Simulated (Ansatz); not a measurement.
AlFe:

```xyz
2
Lattice="2.9100 0.0000 0.0000 0.0000 2.9100 0.0000 0.0000 0.0000 2.9100" Properties=species:S:1:pos:R:3 pbc="T T T"
Fe    1.4550    1.4550    1.4550
Al    0.0000    0.0000    0.0000
```

```yaml
Program: Ansatz 0.2.0
Task: relaxation of cell and atoms
Functional: revPBE
Dispersion: D4
Potentials_or_basis: Ansatz PAW
Cutoff: "420 eV (not typed: the program's choice for these potentials)"
k_mesh: 9 × 9 × 9
Occupations: fermi-dirac, width 0.05 eV
Spin: collinear spin, ferromagnetic start
Starting_moments: "[3.0, 0.0] μB"
```

At the start: volume 12.32 Å³/atom.

How do energy, volume and symmetry change on relaxing?

It ends after 5 steps and the volume is 11.47 Å³/atom (-6.9 %); space group Pm-3m (No. 221, to 0.05 Å); moment 0.61 μB per cell.

The path:
```csv
step,energy change (eV),largest force (eV/Å),volume (Å³)
1,0.0000,0.0000,24.64
2,-0.0589,0.0000,23.47
3,-0.0659,0.0000,22.88
4,-0.0660,0.0000,22.95
5,-0.0653,0.0000,22.95
```

Final structure:
```cif
data_structure
_symmetry_space_group_name_H-M 'P 1'
_symmetry_Int_Tables_number 1
_cell_length_a 2.8418
_cell_length_b 2.8418
_cell_length_c 2.8418
_cell_angle_alpha 90.000
_cell_angle_beta 90.000
_cell_angle_gamma 90.000
_cell_volume 22.95
loop_
_atom_site_label
_atom_site_type_symbol
_atom_site_fract_x
_atom_site_fract_y
_atom_site_fract_z
_atom_site_occupancy
Fe1 Fe 0.50000 0.50000 0.50000 1
Al1 Al 0.00000 0.00000 0.00000 1
```

Caveat: the plane-wave basis is chosen anew once the cell has moved, so the energies of steps on either side of that aren't comparable; pairwise dispersion overbinds metals, which lowers pressure and volume; the PAW data sets come from PBE, with cores solved anew for the run's functional, which leaves a small shift of forces and pressure.
